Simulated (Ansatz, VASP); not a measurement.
# Bi: VASP beside Ansatz

```xyz
3
Lattice="4.6236 0.0000 0.0000 -2.3118 4.0041 0.0000 0.0000 0.0000 5.7094" Properties=species:S:1:pos:R:3 pbc="T T T"
Bi    1.5415    0.0000    1.9031
Bi   -0.7708    1.3350    3.8062
Bi    1.5410    2.6691    0.0000
```

Alike in both runs: functional PBE; k mesh 6 × 6 × 4; occupations gaussian, width 0.1 eV; no spin polarisation.

Ansatz relaxed the structure, and its values are those at the end. VASP's run is a single point on that final structure, the one shown.

```csv
,VASP,Ansatz
version,VASP 6.6.1,Ansatz 0.2.0
potentials or method,"VASP PAW PBE potentials, release 64 (Bi_d)","scalar-relativistic, plane waves, PAW"
plane-wave cutoff (eV),520,420
valence electrons in the cell,45,45
```

```csv
,VASP,Ansatz,Ansatz less VASP
gap on the k mesh at the Fermi level (eV),none,none,-
pressure (GPa),-0.1,-0.1,+0.06
```

A gap of «none» marks a metal or a gap that the smearing closes.

Caveats: spin-orbit coupling is left out, which moves the levels of the heavy elements.
